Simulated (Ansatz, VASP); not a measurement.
Two plane-wave programs on Ta

The input INCAR:

```
ALGO     = Normal         # electronic algorithm
EDIFF    = 1E-7           # SCF threshold, eV
ENCUT    = 520            # plane-wave cutoff, eV
GGA      = PS             # functional
ISIF     = 2              # what is computed and relaxed
ISMEAR   = -1             # smearing method
LASPH    = True           # aspherical terms in the spheres
LCHARG   = False          # write CHGCAR
LREAL    = False          # projectors in reciprocal space
LWAVE    = False          # write WAVECAR
NBANDS   = 18             # bands
NELM     = 100            # most SCF steps
PREC     = Accurate       # precision mode
SIGMA    = 0.05           # smearing width, eV
```

Contents of KPOINTS:

```
k-points
0
Gamma
  11 11 5
```

File POSCAR:

```
Ta
1.0
    2.9572565550      0.0000000000      0.0000000000
   -1.4786282775      2.5610593022      0.0000000000
    0.0000000000      0.0000000000      5.2675992145
Ta
2
Direct
    0.3333333333      0.6666666667      0.2500000000
    0.6666666667      0.3333333333      0.7500000000
```

The input input.yaml:

```yaml
crystal:
  lattice:
    - [2.957256555, 0.0, 0.0]
    - [-1.4786282775, 2.5610593022, 0.0]
    - [0.0, 0.0, 5.2675992145]
  atoms:
    - { symbol: Ta, position: [0.3333333333, 0.6666666667, 0.25] }
    - { symbol: Ta, position: [0.6666666667, 0.3333333333, 0.75] }
hamiltonian:
  xc: pbesol
  pseudopotentials: { kind: paw }
kpoints:
  mp_grid: { grid: [11, 11, 5] }
scf:
  occupations: { method: fermi_dirac, width: 0.05 }
output:
  forces: true
  stress: true
  eigenvalues: true
  write_density: true
  write_potential: true
  elf: true
  volumetric_format: npy
```

Change from the starting cell: volume scaled by 1.06.

Alike in both runs: task single point; functional PBEsol; k mesh 11 × 11 × 5; occupations fermi-dirac, width 0.05 eV; no spin polarisation.

|  | VASP | Ansatz |
| --- | --- | --- |
| version | VASP 6.6.1 | Ansatz 0.2.0 |
| potentials or method | VASP PAW PBE potentials, release 64 (Ta_pv) | Ansatz PAW |
| plane-wave cutoff (eV) | 520 | 420 |
| valence electrons in the cell | 22 | 26 |

VASP gave:

```
gap on the k mesh at the Fermi level (eV)       : none
pressure (GPa)                                  : -16.3
largest component of the traceless stress (GPa) : 1.77
```

Task: Estimate Ansatz's values.

Result: gap on the k mesh at the Fermi level (eV): none; pressure (GPa): -16.3; largest component of the traceless stress (GPa): 1.75.

A gap of «none» marks a metal or a gap that the smearing closes. The two sets of potentials don't hold the same shells in valence.

Caveats: the PAW data sets were made with another functional, which shifts forces and pressure a little (VASP); the PAW data sets come from PBE, with cores solved anew for the run's functional, which leaves a small shift of forces and pressure (Ansatz). Spin-orbit coupling is left out, which matters for the levels of Ta.
